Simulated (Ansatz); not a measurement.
Runs of Ansatz 0.2.0 on Pb. It takes space group Fm-3m (No. 225, cubic). Conventional cell: a = 4.950 Å, b = 4.950 Å, c = 4.950 Å, α = 90.00°, β = 90.00°, γ = 90.00°. Pb (site symmetry m-3m) is surrounded by 12 Pb at 3.50 Å. 

| task | level | cell | k mesh | cutoff (eV) | smearing | gap on the mesh (eV) | pressure (GPa) | relaxed volume (Å³/atom) |
| --- | --- | --- | --- | --- | --- | --- | --- | --- |
| single point | PBE | as given | 9 × 9 × 9 | 154 | gaussian 0.015 eV | none | 2.3 | - |
| relaxation of cell and atoms | revPBE | relaxed | 9 × 9 × 9 | - | fermi-dirac 0.05 eV | - | 0.0 | (a) |
| elastic constants | PBEsol | as given | 7 × 7 × 7 | 167 | fermi-dirac 0.05 eV | none | 0.0 | - |
| relaxation of cell and atoms | PBEsol+D4 | relaxed | 9 × 9 × 9 | - | fermi-dirac 0.05 eV | - | 0.0 | 29.16 |
| single point | PBE | as given | 9 × 9 × 9 | 154 | gaussian 0.026 eV | none | 2.3 | - |

Alike in all rows: potentials or basis all-electron LAPW, scalar-relativistic; no spin polarisation; basis error allowed 0.001 eV/atom.

Question: Estimate the missing entries.

Answer: (a) 32.76.

Caveats: the k mesh is thin for a metal, which can move the energy by tens of meV per atom (some runs); a metal's response needs a denser mesh (some runs); elastic constants of metals need much finer meshes, so these are rough (some runs).

A k mesh can miss the band edges, and the runs leave out spin-orbit coupling on Pb.

A gap of «none» marks a metal or a gap under the smearing width.
